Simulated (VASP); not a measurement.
# SnS2 (P-3m1) in VASP: notebook, part 2 of 2

VASP 6.6.1. The steps go on from the part before.

### 3 Single point, PBE+D3(BJ)

File INCAR:

```
  PREC = Accurate
  ENCUT = 520
  EDIFF = 1E-7
  ISMEAR = 0
  SIGMA = 0.02
  LREAL = False
  LASPH = True
  NELM = 100
  ALGO = Fast
  ISIF = 2
  LWAVE = False
  LCHARG = False
  GGA = PE
  IVDW = 12
  NBANDS = 20
```

File KPOINTS:

```
Automatic mesh
0
Gamma
  6 6 4
```

File POSCAR:

```
SnS2
1.0
    3.6390000000      0.0000000000      0.0000000000
   -1.8195000000      3.1514664400      0.0000000000
    0.0000000000      0.0000000000      5.8680000000
Sn S
1 2
Direct
    0.0000000000      0.0000000000      0.0000000000
    0.3333333300      0.6666666700      0.2500000000
    0.6666666700      0.3333333300      0.7500000000
```

Potentials or basis: VASP PAW PBE potentials, release 64 (Sn_d, S).

Launch:

```sh
$ cat potpaw_PBE.64/Sn_d/POTCAR potpaw_PBE.64/S/POTCAR > POTCAR
$ mpirun -np 1 vasp_std > vasp.out
```

OUTCAR:

```text
PREC = Accurate
   ENCUT = 520
   EDIFF = 1E-7
   ISMEAR = 0
   LREAL = False
   LASPH = True
   NELM = 100
   ISIF = 2
   GGA = PE
   IVDW = 12
 IVDW          = 12

 ion  position               nearest neighbor table
   1  0.000  0.000  0.000-   2 2.56   3 2.56   2 2.56   3 2.56   3 2.56   2 2.56
   2  0.333  0.667  0.250-   1 2.56   1 2.56   1 2.56
   3  0.667  0.333  0.750-   1 2.56   1 2.56   1 2.56

  LATTYP: Found a hexagonal cell.
 ALAT       =     3.6390000000
 C/A-ratio  =     1.6125309151

  Lattice vectors:

 A1 = (   3.6390000000,   0.0000000000,   0.0000000000)
 A2 = (  -1.8195000000,   3.1514664400,   0.0000000000)
 A3 = (   0.0000000000,   0.0000000000,   5.8680000000)

Analysis of symmetry for initial positions (statically):
=====================================================================
 Subroutine PRICEL returns:
 Original cell was already a primitive cell.

 Routine SETGRP: Setting up the symmetry group for a
 hexagonal supercell.

 Subroutine GETGRP returns: Found 12 space group operations
 (whereof 12 operations were pure point group operations)
 out of a pool of 24 trial point group operations.

The static configuration has the point symmetry D_3d.

Analysis of symmetry for dynamics (positions and initial velocities):
=====================================================================
 Subroutine PRICEL returns:
 Original cell was already a primitive cell.

 Routine SETGRP: Setting up the symmetry group for a
 hexagonal supercell.

 Subroutine GETGRP returns: Found 12 space group operations
 (whereof 12 operations were pure point group operations)
 out of a pool of 24 trial point group operations.

The dynamic configuration has the point symmetry D_3d.

 Subroutine INISYM returns: Found 12 space group operations
 (whereof 12 operations are pure point group operations),
 and found     1 'primitive' translations

----------------------------------------------------------------------------------------
[... 114 lines left out ...]
     AMIX_MAG =   1.60;   BMIX_MAG =  1.00
  volume/ion in A,a.u.               =      22.43       151.38
  Fermi-wavevector in a.u.,A,eV,Ry     =   1.192352  2.253218 19.343434  1.421702
  Thomas-Fermi vector in A             =   2.328392
   LORBIT       =      0    0 simple, 1 ext, 2 COOP (PROOUT), +10 PAW based schemes
   GGA     = PE    functional components
   LHFCALC =     F    Hartree Fock is set to
   AEXX    =    0.0000 exact exchange contribution
   IVDW    =    12    specifies the selected vdW correction
   LEPSILON=     F    determine dielectric tensor
   LRPA    =     F    only Hartree local field effects (RPA)
 non-spin polarized calculation
 RMM-DIIS sequential band-by-band and
 Gauss-broadening in eV      SIGMA  =   0.02
  energy-cutoff  :      520.00
  volume of cell :       67.30
 maximum number of plane-waves:      1824
 NGX is ok and might be reduce to    28
   NGX = 13   NGY = 13   NGZ = 21

 number of electron      26.0000007 magnetization

 Free energy of the ion-electron system (eV)
  ---------------------------------------------------
  ext. energy  EPLUGINS =         0.00000000
  ---------------------------------------------------
  free energy    TOTEN  =       -13.13336837 eV

  energy without entropy =      -13.13336837  energy(sigma->0) =      -13.13336837

 E-fermi :   4.9089     XC(G=0):  -9.6598

 val. band max:        4.7969831591   @ k =   0.0000   0.0000   0.0000
 cond. band min:       6.2792176556   @ k =   0.5000  -0.0000   0.2500
 fundamental gap:      1.4822344965
 Fermi energy:         4.9089153627

 k-point     1 :       0.0000    0.0000    0.0000
  band No.  band energies     occupation
      1     -16.1455      2.00000
      2     -16.1455      2.00000
      3     -16.1016      2.00000
      4     -16.0730      2.00000
      5     -16.0730      2.00000
      6      -9.0611      2.00000
[... 541 lines left out ...]
     19      14.4393      0.00000
     20      14.4805      0.00000

------------------------ aborting loop because EDIFF is reached ----------------------------------------

 Edisp (eV)   -0.98983

 E8    (eV) :    -0.4043

  FORCE on cell =-STRESS in cart. coord.  units (eV):
  Direction    XX          YY          ZZ          XY          YZ          ZX
  --------------------------------------------------------------------------------------
  -------------------------------------------------------------------------------------
  Total       0.78506     0.78506     0.58314     0.00000     0.00000     0.00000
  in kB      18.69080    18.69080    13.88339     0.00000     0.00000     0.00000
  external pressure =       17.09 kB  Pullay stress =        0.00 kB

 VOLUME and BASIS-vectors are now :
 -----------------------------------------------------------------------------
  energy-cutoff  :      520.00
  volume of cell :       67.30
      direct lattice vectors                 reciprocal lattice vectors
     3.639000000  0.000000000  0.000000000     0.274800769  0.158656298  0.000000000
    -1.819500000  3.151466440  0.000000000     0.000000000  0.317312597  0.000000000
     0.000000000  0.000000000  5.868000000     0.000000000  0.000000000  0.170415815

 POSITION                                       TOTAL-FORCE (eV/Angst)
 -----------------------------------------------------------------------------------
      0.00000      0.00000      0.00000         0.000000      0.000000      0.000000
     -0.00000      2.10098      1.46700         0.000000     -0.000000      0.247855
      1.81950      1.05049      4.40100        -0.000000      0.000000     -0.247855
 -----------------------------------------------------------------------------------
    total drift:                                0.000000      0.000000      0.000000

  FREE ENERGIE OF THE ION-ELECTRON SYSTEM (eV)
  ---------------------------------------------------
  free  energy   TOTEN  =       -14.1232004665 eV

  energy  without entropy=      -14.1232004665  energy(sigma->0) =      -14.12320047
```

OSZICAR:

```text
N       E                     dE             d eps       ncg     rms          rms(c)
DAV:   1     0.211928808127E+03    0.21193E+03   -0.12356E+04   980   0.157E+03
DAV:   2     0.103732722679E+02   -0.20156E+03   -0.19374E+03  1032   0.402E+02
DAV:   3    -0.128468696791E+02   -0.23220E+02   -0.22802E+02  1212   0.118E+02
DAV:   4    -0.136214127058E+02   -0.77454E+00   -0.77345E+00  1184   0.225E+01
DAV:   5    -0.136426017020E+02   -0.21189E-01   -0.21188E-01  1432   0.369E+00    0.890E+00
RMM:   6    -0.131597066868E+02    0.48290E+00   -0.63504E-01  1202   0.565E+00    0.606E+00
RMM:   7    -0.131384219714E+02    0.21285E-01   -0.37778E-01  1185   0.287E+00    0.233E+00
RMM:   8    -0.131334492130E+02    0.49728E-02   -0.40018E-02  1266   0.195E+00    0.178E-01
RMM:   9    -0.131332983902E+02    0.15082E-03   -0.75647E-03  1471   0.734E-01    0.104E-01
RMM:  10    -0.131333063514E+02   -0.79612E-05   -0.13637E-03  1392   0.342E-01    0.413E-02
RMM:  11    -0.131333631509E+02   -0.56800E-04   -0.36244E-04  1529   0.156E-01    0.232E-02
RMM:  12    -0.131333686540E+02   -0.55031E-05   -0.92324E-05  1395   0.587E-02    0.968E-03
RMM:  13    -0.131333681984E+02    0.45561E-06   -0.17090E-05  1408   0.296E-02    0.327E-03
RMM:  14    -0.131333683882E+02   -0.18981E-06   -0.40339E-06  1581   0.134E-02    0.185E-03
RMM:  15    -0.131333683744E+02    0.13818E-07   -0.34624E-07  1050   0.399E-03
   1 F= -.14123200E+02 E0= -.14123200E+02  d E =-.195479E-17
```

Wall time 27 s (1 thread of Intel Xeon Platinum 8488C (Sapphire Rapids), shared host); peak memory 0.2 GiB.

What came out:

| Item | Value |
| --- | --- |
| Free energy | -14.1232 eV |
| Pressure | 1.7 GPa |
| Largest force | 0.248 eV/Å |
| Band gap on the k mesh | 1.48 eV, indirect (least direct gap 1.95 eV) |
| Dispersion energy per atom | -0.330 eV |

Forces in eV/Å, atoms in the order of the input:
```
Sn   0.000  0.000  0.000
S    0.000  0.000  0.248
S    0.000  0.000 -0.248
```

Caveat: spin-orbit coupling is left out, which moves the levels of the heavy elements.
